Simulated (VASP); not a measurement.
Wanted: the native input for a VASP 6.6.1 run.

* Task: single point
* Functional: PBE
* Potentials or basis: VASP PAW PBE potentials, release 64 (Cu, I)
* Cutoff: 520 eV
* k mesh: 4 × 4 × 3
* Occupations: gaussian, width 0.01 eV
* Spin: no spin polarisation
* Dipole correction: no
* Further INCAR settings: ALGO = Fast; EDIFF = 1e-06; NBANDS = 26

The structure of CuI lies in POSCAR:

```
CuI
1.0
    4.0758389656      0.0000000000      0.0000000000
    0.0000000000      4.0758389656      0.0000000000
    0.0000000000      0.0000000000      5.7249585272
Cu I
2 2
Direct
    0.0000000000      0.0000000000      0.0000000000
    0.5000000000      0.5000000000      0.0000000000
    0.0000000000      0.5000000000      0.2913000000
    0.5000000000      0.0000000000      0.7087000000
```

Measurements of this composition are mostly on another form, of space group No. 216.

The input as run:

INCAR

```
SYSTEM = CuI
PREC = Accurate ; ENCUT = 520
EDIFF = 1E-6 ; ISMEAR = 0
SIGMA = 0.01 ; LREAL = .False.
LASPH = .True. ; NELM = 100
ALGO = Fast ; ISIF = 2
LWAVE = .False. ; LCHARG = .False.
GGA = PE ; NBANDS = 26
```

KPOINTS

```
Automatic mesh
0
Gamma
  4 4 3
  0 0 0
```

Potentials or basis: VASP PAW PBE potentials, release 64 (Cu, I).

The run is started by

```sh
$ cat potpaw_PBE.64/Cu/POTCAR potpaw_PBE.64/I/POTCAR > POTCAR
$ mpirun -np 1 vasp_std > vasp.out
```

Results of the run:

| Quantity | Value |
| --- | --- |
| Pressure | 4.2 GPa |
| Largest force | 0.101 eV/Å |
| Band gap on the k mesh | 1.49 eV, direct |

Caveat: spin-orbit coupling is left out, which moves the levels of the heavy elements.

Run time: 90 s on 1 thread of AMD EPYC 7R43 64-Core Processor (Zen 3), on a shared host, peak memory 0.16 GiB.
